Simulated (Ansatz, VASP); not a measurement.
**One calculation of ZrH, two programs**

```xyz
2
Lattice="-1.6439 1.6439 2.5044 1.6439 -1.6439 2.5044 1.6439 1.6439 -2.5044" Properties=species:S:1:pos:R:3 pbc="T T T"
Zr    0.0000    0.0000    0.0000
H     0.0000    1.6439    1.2522
```

The cell comes from a database or a generator and needn't be the stable form of this composition.

Alike in both runs: task single point; functional PBEsol; k mesh 8 × 8 × 8; occupations gaussian, width 0.1 eV; no spin polarisation.

|  | VASP | Ansatz |
| --- | --- | --- |
| version | VASP 6.6.1 | Ansatz 0.2.0 |
| potentials or method | VASP PAW PBE potentials, release 64 (Zr_sv, H) | scalar-relativistic, plane waves, PAW |
| plane-wave cutoff (eV) | 520 | 420 |
| valence electrons in the cell | 13 | 13 |

|  | VASP | Ansatz | Ansatz less VASP |
| --- | --- | --- | --- |
| gap on the k mesh at the Fermi level (eV) | none | none | - |
| pressure (GPa) | -4.4 | -4.4 | -0.01 |
| largest component of the traceless stress (GPa) | 0.48 | 0.49 | +0.004 |

A gap of «none» marks a metal or a gap that the smearing closes.

Caveats: the PAW data sets were made with another functional, which shifts forces and pressure a little (VASP).
